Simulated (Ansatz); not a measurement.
# Ge under changes of volume

One of the cells (19.607 Å³/atom); the others are scaled copies at fixed shape and fractional positions:

```
Ge
1.0
     1.39715   -2.60052    0.00000
     1.39715    2.60052    0.00000
     0.00000    0.00000    2.69823
Ge
1
Direct
  0.50000 0.50000 0.00000
```

This isn't the form of Ge at room conditions, which is diamond.

* Program: Ansatz 0.2.0
* Functional: PBEsol
* Potentials or basis: Ansatz PAW
* Cutoff: 420 eV (not typed: the program's choice for these potentials)
* k mesh: 11 × 11 × 10
* Occupations: fermi-dirac, width 0.05 eV
* Spin: no spin polarisation

```csv
volume (Å³/atom),energy over the lowest point (meV/atom),pressure (GPa)
18.431,0.00,0.1
18.823,?,?
19.215,7.15,-2.8
19.607,15.70,-4.1
19.999,27.07,-5.1
20.391,40.95,-6.1
20.783,57.06,-7.0
```

Q: What does the run at 18.823 Å³/atom give?

A: Energy over the lowest point 1.78 meV/atom; pressure -1.5 GPa.

Worked out: A Birch-Murnaghan fit of order 3 (a polynomial in V^(-2/3)) to the other rows has its minimum at 18.45 Å³/atom with B0 = V·E''(V) = 77 GPa and B' = 4.6 at fixed shape and positions, which overstates the stiffness. It gives 1.79 meV/atom at 18.823 Å³/atom, against the run's 1.78, and -dE/dV = -1.5 GPa, against -1.5.

Energies are extrapolated to zero smearing.

Caveats: the PAW data sets come from PBE, with cores solved anew for the run's functional, which leaves a small shift of forces and pressure.
